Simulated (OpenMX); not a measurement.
# GaN (P6_3mc) in OpenMX: a series of runs, part 2 of 2

OpenMX 3.8.5. The steps go on from the part before.

## 3. Single point, LDA, 11.31 Å³/atom

File GaN.dat:

```
System.CurrrentDirectory             ./
System.Name                          GaN
DATA.PATH                            ./DFT_DATA13
level.of.stdout                      1
level.of.fileout                     0
Species.Number                       2
<Definition.of.Atomic.Species
  Ga  Ga7.0-s3p2d2           Ga_CA13
  N   N6.0-s2p2d1            N_CA13
Definition.of.Atomic.Species>

Atoms.Number                         4
Atoms.SpeciesAndCoordinates.Unit     FRAC
<Atoms.SpeciesAndCoordinates
    1  Ga    0.6666666667    0.3333333333    0.5000000000   6.500  6.500
    2  Ga    0.3333333333    0.6666666667    0.0000000000   6.500  6.500
    3  N     0.6666666667    0.3333333333    0.8750000000   2.500  2.500
    4  N     0.3333333333    0.6666666667    0.3750000000   2.500  2.500
Atoms.SpeciesAndCoordinates>

Atoms.UnitVectors.Unit               Ang
<Atoms.UnitVectors
     3.1800000000    0.0000000000    0.0000000000
    -1.5900000000    2.7539607840    0.0000000000
     0.0000000000    0.0000000000    5.1660000000
Atoms.UnitVectors>

scf.XcType                           LDA
scf.SpinPolarization                 off
scf.ElectronicTemperature            580.226
scf.energycutoff                     500.0
scf.maxIter                          100
scf.EigenvalueSolver                 band
scf.Kgrid                            11 11 5
scf.Mixing.Type                      rmm-diisk
scf.Init.Mixing.Weight               0.05
scf.Min.Mixing.Weight                0.001
scf.Max.Mixing.Weight                0.3
scf.Mixing.History                   25
scf.Mixing.StartPulay                8
scf.criterion                        1.0e-8
MD.Type                              nomd
```

Potentials or basis: OpenMX 2013 LDA set, Ga7.0-s3p2d2, N6.0-s2p2d1, fixed grid of 36 × 36 × 70 points.

Command:

```
openmx GaN.dat -nt 1 > GaN.std
```

GaN.out:

```text
Required cutoff energy (Ryd) for 3D-grids = 500.0000
      Used cutoff energy (Ryd) for 3D-grids = 472.2713, 472.2713, 507.4454
  Num. of grids of a-, b-, and c-axes = 36, 36, 70

  Num.Grid1.    36
  Num.Grid2.    36
  Num.Grid3.    70

  Cell_Volume =    305.306310371344 (Bohr^3)
  GridVol     =      0.003365369382 (Bohr^3)
  Cell vectors (bohr) of the grid cell (gtv)
    gtv_a =  0.166925795658,  0.000000000000,  0.000000000000
    gtv_b = -0.083462897829,  0.144561979585,  0.000000000000
    gtv_c =  0.000000000000,  0.000000000000,  0.139461777957
    |gtv_a| =  0.166925795658
    |gtv_b| =  0.166925795656
    |gtv_c| =  0.139461777957

***********************************************************
[... 282 lines left out ...]
  px          1   -0.006762937 -0.006762937  -0.013525874   0.000000000
  py          1   -0.006762965 -0.006762965  -0.013525929   0.000000000
  pz          1   -0.008265069 -0.008265069  -0.016530137   0.000000000
   sum over m     -0.021790970 -0.021790970  -0.043581941   0.000000000
   sum over m+mul  2.047756075  2.047756075   4.095512150   0.000000000
  d3z^2-r^2   0    0.003043676  0.003043676   0.006087352   0.000000000
  dx^2-y^2    0    0.002922444  0.002922444   0.005844887   0.000000000
  dxy         0    0.002922441  0.002922441   0.005844882   0.000000000
  dxz         0    0.002756280  0.002756280   0.005512559   0.000000000
  dyz         0    0.002756287  0.002756287   0.005512573   0.000000000
   sum over m      0.014401127  0.014401127   0.028802254   0.000000000
   sum over m+mul  0.014401127  0.014401127   0.028802254   0.000000000

***********************************************************
       xyz-coordinates (Ang) and forces (Hartree/Bohr)
***********************************************************

<coordinates.forces
  4
    1    Ga     1.59000   0.91799   2.58300  -0.000000029096 -0.000329483219 -0.002166582318
    2    Ga    -0.00000   1.83597   0.00000   0.000000027799  0.000329484296 -0.002166582310
    3     N     1.59000   0.91799   4.52025   0.000000004685  0.000208102073  0.002189978572
    4     N    -0.00000   1.83597   1.93725  -0.000000003386 -0.000208103151  0.002189978572
coordinates.forces>

***********************************************************
       Fractional coordinates of the final structure
***********************************************************

     1     Ga     0.66666666670000   0.33333333330000   0.50000000000000
     2     Ga     0.33333333330000   0.66666666670000   0.00000000000000
     3      N     0.66666666670000   0.33333333330000   0.87500000000000
     4      N     0.33333333330000   0.66666666670000   0.37500000000000
```

Wall time 3.6 min (1 thread of AMD EPYC 7R43 (Zen 3), shared host); peak memory 1.1 GiB.

What came out:

| Quantity | Value |
| --- | --- |
| Free energy | -4733.7660 eV |
| Largest force | 0.113 eV/Å |
| Band gap on the k mesh | 2.43 eV, direct |
| Mulliken charges | Ga +0.74; N -0.74 e |

Caveat: the basis has few d functions beyond the semicore shells, which can make volumes several per cent too large; Mulliken charges move with the basis; the basis of atomic orbitals isn't converged, which shifts pressures, moduli and gaps.

## 4. Single point, LDA, 11.08 Å³/atom (volume scaled by 0.98)

Changes to GaN.dat since step 3:

```diff
@@ -22,5 +22,5 @@
 <Atoms.UnitVectors
-     3.1800000000    0.0000000000    0.0000000000
-    -1.5900000000    2.7539607840    0.0000000000
-     0.0000000000    0.0000000000    5.1660000000
+     3.1586570750    0.0000000000    0.0000000000
+    -1.5793285375    2.7354772688    0.0000000000
+     0.0000000000    0.0000000000    5.1313278144
 Atoms.UnitVectors>
@@ -30,3 +30,2 @@
 scf.ElectronicTemperature            580.226
-scf.energycutoff                     500.0
 scf.maxIter                          100
@@ -42 +41,3 @@
 MD.Type                              nomd
+scf.Ngrid                            36 36 70
+scf.energycutoff                     500.0
```

Command:

```
openmx GaN.dat -nt 1 > GaN.std
```

Wall time 3.6 min (1 thread of AMD EPYC 7R43 (Zen 3), shared host); peak memory 1.1 GiB.

Results (log left out):

| Quantity | Value |
| --- | --- |
| Free energy | -4733.7654 eV |
| Largest force | 0.119 eV/Å |
| Band gap on the k mesh | 2.58 eV, direct |
| Mulliken charges | Ga +0.76; N -0.76 e |

Caveat: the basis has few d functions beyond the semicore shells, which can make volumes several per cent too large; Mulliken charges move with the basis; the basis of atomic orbitals isn't converged, which shifts pressures, moduli and gaps.

## 5. Single point, LDA, 11.54 Å³/atom (volume scaled by 1.02)

Changes to GaN.dat since step 4:

```diff
@@ -22,5 +22,5 @@
 <Atoms.UnitVectors
-     3.1586570750    0.0000000000    0.0000000000
-    -1.5793285375    2.7354772688    0.0000000000
-     0.0000000000    0.0000000000    5.1313278144
+     3.2010602164    0.0000000000    0.0000000000
+    -1.6005301082    2.7721994664    0.0000000000
+     0.0000000000    0.0000000000    5.2002129176
 Atoms.UnitVectors>
```

Command:

```
openmx GaN.dat -nt 1 > GaN.std
```

It took 4.7 min on 1 thread of AMD EPYC 7R43 (Zen 3), shared host; peak memory 1.1 GiB.

It converged, with:

```
Free energy            : -4733.7453 eV
Largest force          : 0.107 eV/Å
Band gap on the k mesh : 2.28 eV, direct
Mulliken charges       : Ga +0.72; N -0.72 e
```

Caveat: the basis has few d functions beyond the semicore shells, which can make volumes several per cent too large; Mulliken charges move with the basis; the basis of atomic orbitals isn't converged, which shifts pressures, moduli and gaps.

## 6. Single point, LDA, 10.86 Å³/atom (volume scaled by 0.96)

Changes to GaN.dat since step 5:

```diff
@@ -22,5 +22,5 @@
 <Atoms.UnitVectors
-     3.2010602164    0.0000000000    0.0000000000
-    -1.6005301082    2.7721994664    0.0000000000
-     0.0000000000    0.0000000000    5.2002129176
+     3.1370217585    0.0000000000    0.0000000000
+    -1.5685108793    2.7167405351    0.0000000000
+     0.0000000000    0.0000000000    5.0961806304
 Atoms.UnitVectors>
```

Potentials or basis: OpenMX 2013 LDA set, Ga7.0-s3p2d2, N6.0-s2p2d1, fixed grid of 36 × 36 × 70 points.

Command:

```
openmx GaN.dat -nt 1 > GaN.std
```

Run time: 5 min. Hardware: 1 thread of AMD EPYC 7R43 (Zen 3), shared host; peak memory 1.2 GiB.

Results (log left out):

* Free energy: -4733.7413 eV
* Largest force: 0.125 eV/Å
* Band gap on the k mesh: 2.73 eV, direct
* Mulliken charges: Ga +0.79; N -0.79 e

Caveat: the basis has few d functions beyond the semicore shells, which can make volumes several per cent too large; Mulliken charges move with the basis; the basis of atomic orbitals isn't converged, which shifts pressures, moduli and gaps.

## 7. Single point, LDA, 11.76 Å³/atom (volume scaled by 1.04)

Changes to GaN.dat since step 6:

```diff
@@ -22,5 +22,5 @@
 <Atoms.UnitVectors
-     3.1370217585    0.0000000000    0.0000000000
-    -1.5685108793    2.7167405351    0.0000000000
-     0.0000000000    0.0000000000    5.0961806304
+     3.2218469041    0.0000000000    0.0000000000
+    -1.6109234521    2.7902012661    0.0000000000
+     0.0000000000    0.0000000000    5.2339814801
 Atoms.UnitVectors>
```

Command:

```
openmx GaN.dat -nt 1 > GaN.std
```

It took 4.7 min on 1 thread of AMD EPYC 7R43 (Zen 3), shared host; peak memory 1.1 GiB.

The run converged. Its results:

| Property | Result |
| --- | --- |
| Free energy | -4733.7066 eV |
| Largest force | 0.102 eV/Å |
| Band gap on the k mesh | 2.14 eV, direct |
| Mulliken charges | Ga +0.69; N -0.69 e |

Caveat: the basis has few d functions beyond the semicore shells, which can make volumes several per cent too large; Mulliken charges move with the basis; the basis of atomic orbitals isn't converged, which shifts pressures, moduli and gaps.

## 8. Single point, LDA, 10.63 Å³/atom (volume scaled by 0.94)

Changes to GaN.dat since step 7:

```diff
@@ -22,5 +22,5 @@
 <Atoms.UnitVectors
-     3.2218469041    0.0000000000    0.0000000000
-    -1.6109234521    2.7902012661    0.0000000000
-     0.0000000000    0.0000000000    5.2339814801
+     3.1150838257    0.0000000000    0.0000000000
+    -1.5575419129    2.6977417280    0.0000000000
+     0.0000000000    0.0000000000    5.0605418376
 Atoms.UnitVectors>
```

Command:

```
openmx GaN.dat -nt 1 > GaN.std
```

Wall time 4.9 min (1 thread of AMD EPYC 7R43 (Zen 3), shared host); peak memory 1.1 GiB.

Results (log left out):

```
Free energy            : -4733.6919 eV
Largest force          : 0.131 eV/Å
Band gap on the k mesh : 2.89 eV, direct
Mulliken charges       : Ga +0.81; N -0.81 e
```

Caveat: the basis has few d functions beyond the semicore shells, which can make volumes several per cent too large; Mulliken charges move with the basis; the basis of atomic orbitals isn't converged, which shifts pressures, moduli and gaps.

## 9. Single point, LDA, 11.99 Å³/atom (volume scaled by 1.06)

Changes to GaN.dat since step 8:

```diff
@@ -22,5 +22,5 @@
 <Atoms.UnitVectors
-     3.1150838257    0.0000000000    0.0000000000
-    -1.5575419129    2.6977417280    0.0000000000
-     0.0000000000    0.0000000000    5.0605418376
+     3.2423687753    0.0000000000    0.0000000000
+    -1.6211843877    2.8079737278    0.0000000000
+     0.0000000000    0.0000000000    5.2673198406
 Atoms.UnitVectors>
```

Potentials or basis: OpenMX 2013 LDA set, Ga7.0-s3p2d2, N6.0-s2p2d1, fixed grid of 36 × 36 × 70 points.

Command:

```
openmx GaN.dat -nt 1 > GaN.std
```

Run time: 4 min. Hardware: 1 thread of AMD EPYC 7R43 (Zen 3), shared host; peak memory 1 GiB.

Results (log left out):

```
Free energy            : -4733.6515 eV
Largest force          : 0.098 eV/Å
Band gap on the k mesh : 2.00 eV, direct
Mulliken charges       : Ga +0.67; N -0.67 e
```

Caveat: the basis has few d functions beyond the semicore shells, which can make volumes several per cent too large; Mulliken charges move with the basis; the basis of atomic orbitals isn't converged, which shifts pressures, moduli and gaps.

## 10. Equation of state, LDA

Potentials or basis: OpenMX 2013 LDA set, Ga7.0-s3p2d2, N6.0-s2p2d1, fixed grid of 36 × 36 × 70 points.

No new run: the results of the series are fitted here.

What came out:

| Quantity | Value |
| --- | --- |
| Equilibrium volume | 11.20 Å³/atom |
| Bulk modulus at fixed shape and positions | 192 GPa |
| Pressure derivative of the bulk modulus | 4.7 (rough: it moves with the points fitted) |

Energy against volume, from the lowest point:
```csv
volume (Å³/atom),energy (meV/atom)
10.632,18.55
10.858,6.19
11.084,0.16
11.310,0.00
11.537,5.18
11.763,14.85
11.989,28.64
```

Caveat: the basis has few d functions beyond the semicore shells, which can make volumes several per cent too large; volumes in these bases differ from converged ones by about 1 %, for some elements by several; the cell was scaled at fixed shape and fractional positions, which overstates the stiffness of a crystal with free parameters, most of all of layers and chains; the basis of atomic orbitals isn't converged, which shifts pressures, moduli and gaps.

## 11. Comparison with measurements

Step 2. Against the measured gap of GaN, 3.503 eV (direct; quoted in “Studying electronic properties in GaN without electrical contacts using γ-γ vs e−-γ Perturbed Angular Correlations”, 2019, pmc:6823545), the calculated 2.43 eV is off by -1.07 eV. Spin-orbit coupling on Ga is left out. The value is that of LDA in an atomic basis (OpenMX 2013 LDA set, Ga7.0-s3p2d2, N6.0-s2p2d1, grid cutoff 500 Ry), whose error adds to the functional's,, without temperature or zero-point motion. Semilocal functionals fall short of measured gaps as a rule.
